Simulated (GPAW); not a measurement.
Crystal: AlN.

```
Al N
1.0
     3.08863    0.00000    0.00000
     1.54432    2.67483    0.00000
     1.54432    0.89161    2.52186
Al N
1 1
Direct
  0.00000 0.00000 0.00000
  0.25000 0.25000 0.25000
```

Measurements of this composition are mostly on another form, of space group No. 186.

Base run:

```yaml
Program: GPAW 26.7.0
Functional: TASK
Potentials_or_basis: GPAW PAW data sets (gpaw-data 1.2.1)
Cutoff: 800 eV
Basis: pw
k_mesh: 10 × 10 × 10
Occupations: fermi-dirac, width 0.05 eV
Spin: no spin polarisation
```

Its results: band gap on the k mesh 4.64 eV, indirect (least direct gap 5.82 eV); pressure 11.2 GPa.

Problem. The run is repeated on the same cell with these changes: functional from TASK to PBEsol; potentials or basis from GPAW PAW data sets (gpaw-data 1.2.1) to PAW data sets generated in the run's folder for this functional. What comes out?

Solution. Band gap on the k mesh 3.18 eV, indirect (least direct gap 4.14 eV); pressure 2.2 GPa.

Caveats: the PAW data sets were made with another functional, which shifts forces and pressure a little (some runs).

Not every run made on this cell is shown here.
